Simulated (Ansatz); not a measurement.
GaSe at a changed volume — 69Ga nuclear quadrupole resonance

Cell: an entry of the Crystallography Open Database (COD), relaxed with PBE at fixed cell and then changed (volume scaled by 1.06, ions relaxed).

```cif
data_GaSe
_symmetry_space_group_name_H-M 'P6_3/mmc'
_symmetry_Int_Tables_number 194
_cell_length_a 3.8236
_cell_length_b 3.8236
_cell_length_c 16.2322
_cell_angle_alpha 90.000
_cell_angle_beta 90.000
_cell_angle_gamma 120.000
loop_
_atom_site_label
_atom_site_type_symbol
_atom_site_symmetry_multiplicity
_atom_site_Wyckoff_symbol
_atom_site_fract_x
_atom_site_fract_y
_atom_site_fract_z
Ga Ga 4 f 0.3333 0.6667 0.9245
Se Se 4 f 0.3333 0.6667 0.1557
```

One atom of each set is listed.

Computed with Ansatz: DFT, PBE, plane waves and PAW, scalar-relativistic, 420 eV cutoff, Γ-centred 14×14×3 k-points, Fermi–Dirac smearing 0.05 eV.

69Ga: I = 3/2, Q = 171.0 mb (year-2017 value). Static lattice, zero field.

**Question.** At which frequencies do the 69Ga NQR lines lie?

**Answer.** For I = 3/2 there is one line, ν = (|C_Q|/2)(1 + η²/3)^½.

| site | atoms | V_zz (10²¹ V/m²) | C_Q (MHz) | η | line frequencies (MHz) |
| --- | --- | --- | --- | --- | --- |
| Ga | 4 | 0.58 | 2.39 | 0.00 | 1.20 |

**Question.** And for ⁷¹Ga (I = 3/2, Q = 107.0 mb) on Ga?

**Answer.** C_Q scales with Q to 1.50 MHz, with lines at 0.748 MHz.

An axis of threefold or higher order runs through Ga, so V_zz lies along it and η is zero.

The run finds no gap above 0.1 eV (a metal, or nearly one), so the gradients can move by 10 % or more with the k-mesh.

The relaxation (3 steps) took 52 s of wall time (52 s of CPU time) and 0.92 GiB at its peak, on 1 thread of Intel Xeon 6975P-C (Granite Rapids) (x86_64; 16 cores open to the job, memory cap 3.0 GiB, no GPU), a shared host with a load of 0.1 a core.
